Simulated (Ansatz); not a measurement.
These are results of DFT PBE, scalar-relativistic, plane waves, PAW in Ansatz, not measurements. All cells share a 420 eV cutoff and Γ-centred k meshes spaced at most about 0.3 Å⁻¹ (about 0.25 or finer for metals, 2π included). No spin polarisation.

All energies are static (0 K, no zero-point motion).

Two relaxed structures of Cd2S:

A. Space group P-4m2 (No. 115), tetragonal, a = 4.104 Å, c = 9.125 Å. Around Cd on a site of symmetry 2mm lie 2 S at 2.61 Å, 1 Cd at 2.79 Å and 4 Cd at 3.22 Å; Cd on a site of symmetry -4m2 is surrounded by 4 S at 2.57 Å; around Cd on a second site of symmetry -4m2 lie 8 Cd at 3.22 Å and 4 S at 3.65 Å; around S lie 4 Cd at 2.57–2.61 Å and 2 Cd at 3.65 Å.

B. Space group Cmmm (No. 65), orthorhombic, a = 3.797 Å, b = 11.303 Å, c = 3.845 Å. Cd has 2 S at 2.59 Å and 2 Cd at 2.90 Å; S is surrounded by 4 Cd at 2.59 Å.

**Question.** Which would you expect to be lower, and how large is the difference?

**Answer.** A is lower, by 147 meV/atom. A has space group P-4m2 (No. 115), 25.6 Å³/atom and no gap on its mesh; B has space group Cmmm (No. 65), 27.5 Å³/atom and a gap of 0.10 eV. Counting S atoms around Cd (those within 1.25 times the shortest such distance or 1.15 times the sum of covalent radii; the shortest distance is added where it is long for a bond; a slash parts the counts of unlike sites), A has Cd 2/4/4 from 3.6 Å and B has Cd 2. The denser one is the lower, and pressure would at first widen the difference. Both come from invented guesses.

Kohn–Sham gaps at this level usually fall short of measured ones. Cells relaxed within their symmetry can be saddle points.

The preference for A probably reflects charge disproportionation. Cadmium strongly favours the divalent state, with an empty 5s shell, whereas Cd2S leaves on average one 5s electron per metal atom. A appears to sort these electrons by site: one Cd has four S at 2.57 Å, as expected for Cd(II) in a sulfide, while another has eight Cd at 3.22 Å and S only at 3.65 Å, too far for a normal bond, so its count of four is not sulfide-like coordination. The remaining Cd, with a Cd neighbour at 2.79 Å, lies between these extremes. A thus resembles CdS and cadmium metal interleaved on the atomic scale, which fits both its missing gap and its denser packing.

In B every Cd has the same surroundings, closer to uniform Cd(I), and the 5s electrons probably go into Cd–Cd bonding states, leaving only a small gap. The energy difference ranks these two structures but doesn't show that either would resist separation into CdS and Cd, the expected outcome for this composition.
